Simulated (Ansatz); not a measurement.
# What HfO2 (Fm-3m) distorts into, part 2 of 3

Which phase does HfO2 (Fm-3m) fall into along its unstable mode, and how much energy does it gain?

Ansatz 0.2.0; DFT PBEsol, scalar-relativistic, plane waves, PAW.

So far, highest frequency on the path or at a solved wavevector (cm⁻¹): step 2 (the dispersion) 691. Also lowest frequency on the path (cm⁻¹): step 2 -221.

## (5) Energy along the mode, all amplitudes (two of the runs are shown above)

An imaginary frequency means negative curvature, so the energy should fall and then rise again as anharmonic terms take over.

This step gave:

* depth at the lowest point sampled: 19.32 meV/atom
* largest atomic shift at that point: 0.22 Å

Table of energy from the parent by largest atomic shift:

```csv
largest atomic shift (Å),energy from the parent (meV/atom)
0.000,0
0.040,-1.50
0.080,-5.56
0.140,-13.7
0.220,-19.3
0.320,1.75
0.450,107
```

Displacement at unit largest shift by atom:

```csv
atom,x (Å),y (Å),z (Å),size
Hf1,0.00,0.00,0.00,0.00
Hf2,0.00,0.00,0.00,0.00
O3,1.00,0.00,0.00,1.00
O4,-1.00,0.00,0.00,1.00
O5,1.00,0.00,0.00,1.00
O6,-1.00,0.00,0.00,1.00
```

The lowest of the steps tried is at 0.22 Å, 19.3 meV/atom below the parent; the bottom of the well need not coincide with a step.

## (6) Relaxation from the frozen mode

Starting from the lowest point found, all atoms and the cell are let go, so that strain and other modes of the same symmetry can join in.

File input.yaml:

```yaml
crystal:
  lattice:
    - [0.0, -2.5218796294, -2.5218796294]
    - [0.0, 2.5218796294, -2.5218796294]
    - [5.0437592588, 0.0, 0.0]
  atoms:
    - { symbol: Hf, position: [0.5, 0.5, 0.5] }
    - { symbol: Hf, position: [0.0, 0.0, 0.0] }
    - { symbol: O, position: [0.0, 0.5, 0.7936182595] }
    - { symbol: O, position: [0.5, 0.0, 0.2063817405] }
    - { symbol: O, position: [0.0, 0.5, 0.2936182595] }
    - { symbol: O, position: [0.5, 0.0, 0.7063817405] }
kpoints:
  mp_grid: { grid: [6, 6, 4] }
hamiltonian:
  xc: pbesol
scf:
  occupations: { method: fixed }
output:
  forces: true
  stress: true
  eigenvalues: true
  write_density: true
  write_potential: true
  elf: true
  volumetric_format: npy
relax:
  adjacent_minimum: "off"
  f_tol: 0.002
  max_steps: 120
  cell: { stress_tol: 0.03 }
```

Command:

```
$ ansatz run input.yaml --threads 4 --pin off --max-ram 7168MiB --backend cpu --events-out ev --progress --plain --runs-dir out
```

Numbers of over 12 decimals in the logs are rounded to 6 here.

The log of the run:

```text
[...]
Crystal: 6 atoms, lattice volume = 64.155 Å³
Basis set: ecut = 420 eV, 1245 PW (Γ), exchange–correlation on 48×48×72 points (8 copies of the dense FFT grid, shifted against one another)
Bands: 46, of which v1, the nominal top of the filled ones, is band 38 counted from 1 (37 counted from 0)
Symmetry: 16 space group operations
[...]
k-points: 30 of 144
[...]
SCF iter   1: F=—  HF=-33450.307593 eV  |F-HF|=—  |Δ(HF+E_count)|=         —  Δρ=1.86e-2  dr2=1.75e-1  ethr=1.77e-3  ⟨swp⟩=4.1  Hψ=3842  notcnv=0  defer=133
[...]
SCF iter   7: F=-33450.262263 eV  HF=-33450.262263 eV  |F-HF|=6.31e-9  |Δ(HF+E_count)|=   2.01e-7  Δρ=5.47e-6  dr2=2.66e-8  ethr=1.32e-10  ⟨swp⟩=15.1  Hψ=12869  notcnv=0
SCF 1 converged in 7 iterations: F = -33450.262263 eV  dr2 = 2.66e-8
[...]
relax step   1: F+E_penalty+E_count = -33450.26226287 eV  Δ(F+E_penalty+E_count) = +0.000e0 eV  max|allowed force component| = 3.123e-2 eV/Å  Δτ_max = 0.0000 Å  P = +4.579 GPa  Ω = 64.155 Å³  (7 SCF iters, dr2 threshold 1.00e-7 eV, accepted)
Crystal: 6 atoms, lattice volume = 65.602 Å³
Basis set: ecut = 420 eV, 1277 PW (Γ), exchange–correlation on 48×48×72 points (8 copies of the dense FFT grid, shifted against one another)
[...]
iter 1 solved again at ethr=1.10e-5 eV; its pass at ethr=3.10e-3 eV (dr2=8.39e-3 eV) is discarded
[...]
SCF iter   7: F=-33450.250786 eV  HF=-33450.250786 eV  |F-HF|=1.50e-7  |Δ(HF+E_count)|=   1.89e-7  Δρ=1.35e-5  dr2=9.36e-8  ethr=7.43e-10  ⟨swp⟩=10.1  Hψ=11876  notcnv=0
SCF 2 converged in 7 iterations: F = -33450.250786 eV  dr2 = 9.36e-8
relax step   2: F+E_penalty+E_count = -33450.25078625 eV  Δ(F+E_penalty+E_count) = +1.148e-2 eV  max|allowed force component| = 2.201e-1 eV/Å  Δτ_max = 0.0007 Å  P = -0.929 GPa  Ω = 65.602 Å³  energy of the carried Pulay correction = -7.904e-3 eV  (7 SCF iters, dr2 threshold 6.00e-7 eV, rejected (line search))
Crystal: 6 atoms, lattice volume = 65.345 Å³
Basis set: ecut = 420 eV, 1261 PW (Γ), exchange–correlation on 48×48×72 points (8 copies of the dense FFT grid, shifted against one another)
[...]
SCF iter  10: F=-33450.290723 eV  HF=-33450.290723 eV  |F-HF|=7.28e-12  |Δ(HF+E_count)|=  7.28e-12  Δρ=8.09e-8  dr2=5.40e-12  ethr=1.00e-12  ⟨swp⟩=11.5  Hψ=8040  notcnv=0
SCF 3 converged in 10 iterations: F = -33450.290723 eV  dr2 = 5.40e-12
relax step   3: F+E_penalty+E_count = -33450.29072259 eV  Δ(F+E_penalty+E_count) = -2.846e-2 eV  max|allowed force component| = 8.254e-2 eV/Å  Δτ_max = 0.0058 Å  P = -0.005 GPa  Ω = 65.345 Å³  energy of the carried Pulay correction = -6.513e-3 eV  (10 SCF iters, accepted)
[... from here on, the SCF cycles and remarks between the steps are left out ...]
relax step   4: F+E_penalty+E_count = -33450.29146963 eV  Δ(F+E_penalty+E_count) = -7.470e-4 eV  max|allowed force component| = 7.458e-2 eV/Å  Δτ_max = 0.0037 Å  P = -0.134 GPa  Ω = 65.422 Å³  energy of the carried Pulay correction = -6.929e-3 eV  (4 SCF iters, dr2 threshold 4.26e-7 eV, accepted)
relax step   5: F+E_penalty+E_count = -33450.29321873 eV  Δ(F+E_penalty+E_count) = -1.749e-3 eV  max|allowed force component| = 1.830e-3 eV/Å  Δτ_max = 0.0215 Å  P = +0.034 GPa  Ω = 65.653 Å³  energy of the carried Pulay correction = -8.177e-3 eV  (6 SCF iters, dr2 threshold 3.48e-7 eV, accepted)
relax step   6: F+E_penalty+E_count = -33450.29331813 eV  Δ(F+E_penalty+E_count) = -9.939e-5 eV  max|allowed force component| = 2.626e-4 eV/Å  Δτ_max = 0.0011 Å  P = -0.006 GPa  Ω = 65.644 Å³  energy of the carried Pulay correction = -8.130e-3 eV  (4 SCF iters, dr2 threshold 9.00e-8 eV, accepted)
relax step   7: F+E_penalty+E_count = -33450.30348542 eV  Δ(F+E_penalty+E_count) = -1.017e-2 eV  max|allowed force component| = 9.371e-4 eV/Å  Δτ_max = 0.0000 Å  P = +0.223 GPa  Ω = 65.644 Å³  stress off target by 4.22e-1 GPa  SCF on the basis re-selected at this cell (its energy is not comparable with the rows above)  (8 SCF iters)
relax step   8: F+E_penalty+E_count = -33450.30316590 eV  Δ(F+E_penalty+E_count) = +3.195e-4 eV  max|allowed force component| = 1.665e-4 eV/Å  Δτ_max = 0.0017 Å  P = +0.009 GPa  Ω = 65.725 Å³  energy of the carried Pulay correction = -4.218e-4 eV  (4 SCF iters, dr2 threshold 4.46e-7 eV, accepted)
relax step   9: F+E_penalty+E_count = -33450.30350533 eV  Δ(F+E_penalty+E_count) = -3.394e-4 eV  max|allowed force component| = 1.409e-4 eV/Å  Δτ_max = 0.0000 Å  P = +0.015 GPa  Ω = 65.725 Å³  stress off target by 3.24e-2 GPa  SCF on the basis re-selected at this cell (its energy is not comparable with the rows above)  (7 SCF iters)
relax step  10: F+E_penalty+E_count = -33450.30347197 eV  Δ(F+E_penalty+E_count) = +3.336e-5 eV  max|allowed force component| = 2.653e-5 eV/Å  Δτ_max = 0.0002 Å  P = +0.000 GPa  Ω = 65.731 Å³  energy of the carried Pulay correction = -3.411e-5 eV  (4 SCF iters, dr2 threshold 2.62e-9 eV, accepted)
[...]
SCF iter   1: F=—  HF=-33450.303649 eV  |F-HF|=—  |Δ(HF+E_count)|=         —  Δρ=3.02e-6  dr2=3.41e-9  ethr=6.05e-8  ⟨swp⟩=3.3  Hψ=7725  notcnv=0  defer=171
eigensolver tolerance schedule: the retry pair's looser diagonalisation over-reported the residual by 13489.16 of it (diagonalisation noise at 0.36 of the residual, at the tolerance the schedule requests for it); recorded, not acted on — ethr = c·dr2/N_el stays at c = 1.0e-1
[...]
SCF iter   2: F=—  HF=-33450.303472 eV  |F-HF|=—  |Δ(HF+E_count)|=   1.77e-4  Δρ=1.70e-6  dr2=1.78e-9  ethr=4.49e-12  ⟨swp⟩=3.5  Hψ=3741  notcnv=0  defer=119
[...]
SCF iter   6: F=-33450.303472 eV  HF=-33450.303472 eV  |F-HF|=7.28e-12  |Δ(HF+E_count)|=  7.28e-12  Δρ=2.69e-7  dr2=1.95e-11  ethr=1.00e-12  ⟨swp⟩=5.8  Hψ=6404  notcnv=0
SCF 11 converged in 6 iterations: F = -33450.303472 eV  dr2 = 1.95e-11
relax step  11: F+E_penalty+E_count = -33450.30347198 eV  Δ(F+E_penalty+E_count) = -8.222e-10 eV  max|allowed force component| = 2.772e-5 eV/Å  Δτ_max = 0.0000 Å  P = +0.000 GPa  Ω = 65.731 Å³  stress off target by 1.80e-3 GPa  SCF on the basis re-selected at this cell (its energy is not comparable with the rows above)  (6 SCF iters)
[...]
SCF converged after 6 iterations
Free energy (F): -33450.303472 eV
[...]
Internal energy: -33450.303472 eV  (E = F + TS)
E sigma→0 (E₀):  -33450.303472 eV
Fermi energy:    15.005367 eV
[...]
--- Forces (eV/Å), atoms counted from 1 ---
  atom   1  Hf    -0.00000000     0.00000000     0.00000000
  atom   2  Hf     0.00000000     0.00000000     0.00000000
  atom   3  O      0.00002772     0.00000000    -0.00000000
  atom   4  O     -0.00002772    -0.00000000    -0.00000000
  atom   5  O      0.00002772     0.00000000     0.00000000
  atom   6  O     -0.00002772    -0.00000000     0.00000000
  max |Σ_I F_I| component: 1.39e-17 eV/Å
--- Stress (GPa, compression-positive) ---
        0.001803       0.000000       0.000000
        0.000000      -0.000270      -0.000000
        0.000000       0.000000      -0.000270
  P = ⅓ Tr σ = 0.0004 GPa (0.004 kbar)
--- Band table (eV; the first three rows and the last of 30) ---
  k-point 0: bands = [... 34 lower, 14.4049, 14.8823, 14.9221, 14.9221, 19.5749, 19.6260, 20.7898, 21.1174, ... 4 higher]
  k-point 1: bands = [... 34 lower, 14.0913, 14.0913, 14.9585, 14.9585, 19.8100, 19.9030, 20.7988, 20.8551, ... 4 higher]
  k-point 2: bands = [... 34 lower, 14.3807, 14.3807, 14.9934, 14.9934, 20.2948, 20.2948, 20.5594, 20.5594, ... 4 higher]
  k-point 29: bands = [... 34 lower, 13.6017, 13.6017, 15.0054, 15.0054, 20.8916, 20.8916, 21.1368, 21.1368, ... 4 higher]
--- Relaxed structure (8 steps of the walk, 7 accepted, 3 SCFs on fresh bases) ---
  F+E_penalty+E_count = -33450.30347198 eV   max|allowed force component| = 2.772e-5 eV/Å   (the final SCF, on the basis selected at the relaxed cell)
  cell:  # Å, volume = 65.7311 Å³
    - [0, -2.522291, -2.522291]
    - [0, 2.522291, -2.522291]
    - [5.165952, 0, 0.0]
  atoms:
    - { symbol: Hf, position: [0.500000, 0.500000, 0.500000] }
    - { symbol: Hf, position: [0, 0, 0] }
    - { symbol: O, position: [0.0, 0.500000, 0.799901] }
    - { symbol: O, position: [0.500000, 0.0, 0.200099] }
    - { symbol: O, position: [0.0, 0.500000, 0.299901] }
    - { symbol: O, position: [0.500000, 0.0, 0.700099] }
```

The job ended after 19 s (4 threads of Arm Neoverse V1, shared host; peak memory 0.43 GiB).

Step by step:

```csv
step,energy less that of the first step (eV),largest force component (eV/Å),pressure (GPa),volume (Å³)
1,0.0000,0.0312,4.58,64.16
2,0.0115,0.2201,-0.93,65.60
3,-0.0285,0.0825,0.00,65.35
4,-0.0292,0.0746,-0.13,65.42
5,-0.0310,0.0018,0.03,65.65
6,-0.0311,0.0003,-0.01,65.64
7*,-0.0412,0.0009,0.22,65.64
8,-0.0409,0.0002,0.01,65.72
9*,-0.0412,0.0001,0.01,65.72
10,-0.0412,0.0000,0.00,65.73
11*,-0.0412,0.0000,0.00,65.73
```

Relaxation steps marked * repeat the geometry before them on a plane-wave basis chosen anew for their cell, so energy and pressure can jump there. Relaxation step 2 was tried and not accepted.

The run keeps the 16 symmetry operations that it works with, so distortions that break them were not tested.

```csv
"conventional cell, symmetrised",before,after,change
a (Å),3.566,3.567,+0.0 %
b (Å),3.566,3.567,+0.0 %
c (Å),5.044,5.166,+2.4 %
volume (Å³/atom),10.69,10.96,+2.5 %
```

The atoms that moved most (Å, as changes of fractional coordinates times the final cell):

```csv
atom,dx,dy,dz,length
O6,-0.032,0.000,0.000,0.032
O5,0.032,0.000,0.000,0.032
O4,-0.032,0.000,0.000,0.032
O3,0.032,0.000,0.000,0.032
```

The relaxed structure:

```xyz
6
Lattice="0.0000 -2.5223 -2.5223 0.0000 2.5223 -2.5223 5.1660 0.0000 0.0000" Properties=species:S:1:pos:R:3 pbc="T T T"
Hf    2.5830    0.0000   -2.5223
Hf    0.0000    0.0000    0.0000
O     4.1322    1.2611   -1.2611
O     1.0337   -1.2611   -1.2611
O     1.5493    1.2611   -1.2611
O     3.6167   -1.2611   -1.2611
```

Numbers from this step:

```yaml
pressure: 4.21e-4 GPa
gap_on_the_k_mesh: 4.570 eV
volume_per_atom: 10.96 Å³
```

Electrostatic potential energy in the ac plane at fractional y = 0.000, with atoms of Hf and O within 0.2 Å of it. With pseudopotentials it is smooth inside the atoms' cores, unlike the true potential.

Ten even steps from '0' (-28 eV) to '9' (20 eV), each cell a mean:
```
11137899986201
01257899987410
23478998998642
66788743578876
88898410148988
99997200038999
99998300049999
99999632479999
99999987899999
99999999999999
99999999999999
99999999999999
99999998999999
99999743589999
88998410148988
67787200038877
34577300037753
01257632467421
10147887886300
21036899986201
```
Columns run along a (3.6 Å; values clipped at the 3rd and 97th percentile), rows up along c (5.2 Å). Atoms in or near the plane, at fractional coordinates: Hf at (0.00, 0.00), O at (0.50, 0.20), O at (0.50, 0.70).

Valence density in the ac plane at fractional y = 0.000, with atoms of Hf and O within 0.2 Å of it. It is the smooth field of the valence electrons, not physical close to the nuclei.

Ten steps, logarithmic in the rise over the least value, from '_' (0 e/Å³) to '@' (33 e/Å³), each cell a mean:
```
@@%%##==....______..::++##@@
####++--..............--**##
++==--::....::::::....::--++
::......::--======--......::
______..::==++**++==::..____
______..--++******==::..____
______..::==****++==::..____
________::--==++==--..______
________..::::--::....______
__________..........________
____________________________
____________......__________
________....::::::..________
________..--======::..______
______..::==++**++==::..____
........--++******==::......
==--::::--==****++==::::--==
##**++--::--==++==--::--++##
@@%%**==::::::--::::::==##%%
@@@@##==::..........::++%%@@
```
Columns run along a (3.6 Å), rows up along c (5.2 Å). Atoms in or near the plane, at fractional coordinates: Hf at (0.00, 0.00), O at (0.50, 0.20), O at (0.50, 0.70).

ELF in the ac plane at fractional y = 0.000, with atoms of Hf and O within 0.2 Å of it. It is the smooth field of the valence electrons, not physical close to the nuclei.

Ten even steps from '_' (0.01) to '@' (0.85), each cell a mean:
```
@@@@@@**..__......__::##@@@@
@@@@%%==....----::....++%%@@
##**==..::++##%%##++::::++##
::....::**@@@@@@@@@@++....::
____..==%%@@%%**%%@@%%--____
____::**@@@@**--**@@%%++..__
____::**@@@@##++##@@%%++::__
____::++%%@@@@@@@@@@##==..__
____..--**##%%%%%%##++::____
______..::--======--::..____
____________......__________
________..::------::..______
______..==**##%%##**--..____
______--##@@@@@@@@@@**::____
____..==%%@@%%**%%@@%%--____
......==%%@@**--**@@%%--....
**++::--##@@##++%%@@**::--++
@@@@**--++%%@@@@@@%%==--##@@
@@@@%%==::++%%%%%%++::++@@@@
@@@@@@**..::====--::::##@@@@
```
Columns run along a (3.6 Å), rows up along c (5.2 Å). Atoms in or near the plane, at fractional coordinates: Hf at (0.00, 0.00), O at (0.50, 0.20), O at (0.50, 0.70).

The distorted start has space group P4_2/nmc; the relaxation ends in P4_2/nmc.

## (7) The new phase in its own primitive cell

The relaxed structure is symmetrised, reduced to its primitive cell and relaxed tightly, as its phonons need.

File input.yaml:

```yaml
crystal:
  lattice:
    - [3.5670576235, 0.0, 0.0]
    - [0.0, 3.5670576235, 0.0]
    - [0.0, 0.0, 5.165951749]
  atoms:
    - { symbol: Hf, position: [0.5, 0.5, 0.5] }
    - { symbol: Hf, position: [0.0, 0.0, 0.0] }
    - { symbol: O, position: [0.0, 0.5, 0.7999007848] }
    - { symbol: O, position: [0.5, 0.0, 0.2000992152] }
    - { symbol: O, position: [0.0, 0.5, 0.2999007848] }
    - { symbol: O, position: [0.5, 0.0, 0.7000992152] }
kpoints:
  mp_grid: { grid: [6, 6, 4] }
hamiltonian:
  xc: pbesol
scf:
  occupations: { method: fixed }
output:
  forces: true
  stress: true
  eigenvalues: true
relax:
  adjacent_minimum: "off"
  f_tol: 0.001
  max_steps: 60
  cell: { stress_tol: 0.01 }
```

The log of the run:

```text
[...]
Crystal: 6 atoms, lattice volume = 65.731 Å³
Basis set: ecut = 420 eV, 1277 PW (Γ), exchange–correlation on 48×48×72 points (8 copies of the dense FFT grid, shifted against one another)
Bands: 46, of which v1, the nominal top of the filled ones, is band 38 counted from 1 (37 counted from 0)
Symmetry: 16 space group operations
[...]
k-points: 30 of 144
[...]
cell:  # Å, volume = 65.7311 Å³
    - [3.5670576235, 0.0, 0.0]
    - [0.0, 3.5670576235, 0.0]
    - [0.0, 0.0, 5.165951749]
  atoms:
    - { symbol: Hf, position: [0.5, 0.5, 0.500000] }
    - { symbol: Hf, position: [0.0, 0.0, 0.0] }
    - { symbol: O, position: [0.0, 0.5, 0.799901] }
    - { symbol: O, position: [0.5, 0.0, 0.200099] }
    - { symbol: O, position: [0.0, 0.5, 0.299901] }
    - { symbol: O, position: [0.5, 0.0, 0.700099] }
[key lines of the parts left out:]
SCF converged after 7 iterations
Free energy (F): -33450.303472 eV
Fermi energy:    15.005370 eV
P = ⅓ Tr σ = 0.0004 GPa (0.004 kbar)
```

It took 3.7 s on 4 threads; peak memory 0.42 GiB.

Little changed from the start: no atom moved by 0.005 Å and no cell edge by 0.1 %.

This step gave:

| Property | Result |
| --- | --- |
| pressure | 4.31e-4 GPa |
| direct gap on mesh | 4.653 eV |

The largest force component left is 0.028 meV/Å and the pressure is 0.000 GPa, within the tolerances set. The cell now holds 10.96 Å³/atom.

(Continued in part 3 of 3.)

[Logs are printed without paths, hosts, clocks, repeated set-up lines and the standing remarks that a program may print on its own settings, such as how far it seeks lower states.]

[Hosts, paths, dates, database ids (printed as entryN), source tags and the programs' standing remarks are cut or masked in the printed files.]
